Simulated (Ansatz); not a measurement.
# CaO (rocksalt): gap against strain (uniaxial along z, other directions held)

Rocksalt CaO, relaxed with r2SCAN in Ansatz 0.2.0, then strained (uniaxial along z, other directions held; changes of length per length, axes as in the cell below) with the atoms relaxed again within the symmetry that is left. The symmetry is Fm-3m (No. 225, cubic); a = 4.795 Å in the conventional setting, 13.78 Å³ an atom. Ca is surrounded by 6 O at 2.40 Å; O is surrounded by 6 Ca at 2.40 Å. Calculated for a static, non-magnetic cell.

```
Ca O
1.0
     0.00000    2.39755    2.39755
     2.39755    0.00000    2.39755
     2.39755    2.39755    0.00000
Ca O
1 1
Direct
  0.00000 0.00000 0.00000
  0.50000 0.50000 0.50000
```

Gaps are the least over each mesh (PBE 10×10×10, r2SCAN 10×10×10, HSE06 6×6×6 when unstrained) and the special points, which keep their unstrained names; stress is the change from the unstrained cell, compression positive.

```tsv
strain (%)	gap, PBE (eV)	gap, r2SCAN (eV)	gap, HSE06 (eV)	edges, HSE06	stress along the strain, r2SCAN (GPa)	energy rise, r2SCAN (meV/atom)
-5.0	3.404	3.943	5.091	Γ → X	+15.95	30.8
-3.75	3.477	4.017	5.157	Γ → X	+11.03	16.4
-0.5	3.633	4.178	5.294	Γ → X	+1.19	0.2
0.0	3.653	4.199	5.312	Γ → X	0.00	0.0
+3.31	3.611	4.153	5.267	Γ → X	-6.22	9.6
+4.11	3.604	4.145	5.260	Γ → X	-7.35	14.3
```

Question: Estimate the row for a strain of -1.05 %.

Answer:
```tsv
strain (%)	gap, PBE (eV)	gap, r2SCAN (eV)	gap, HSE06 (eV)	edges, HSE06	stress along the strain, r2SCAN (GPa)	energy rise, r2SCAN (meV/atom)
-1.05	3.609	4.154	5.274	Γ → X	+2.60	1.1
```

Between zero and the nearest strains the slope of the HSE06 gap against strain is +0.036 eV per percent for negative and -0.014 for positive strain; it falls either way, as happens when edge states split or other valleys take over.

The meshes of the hybrids are coarse, so their gaps aren't converged to the digits shown.
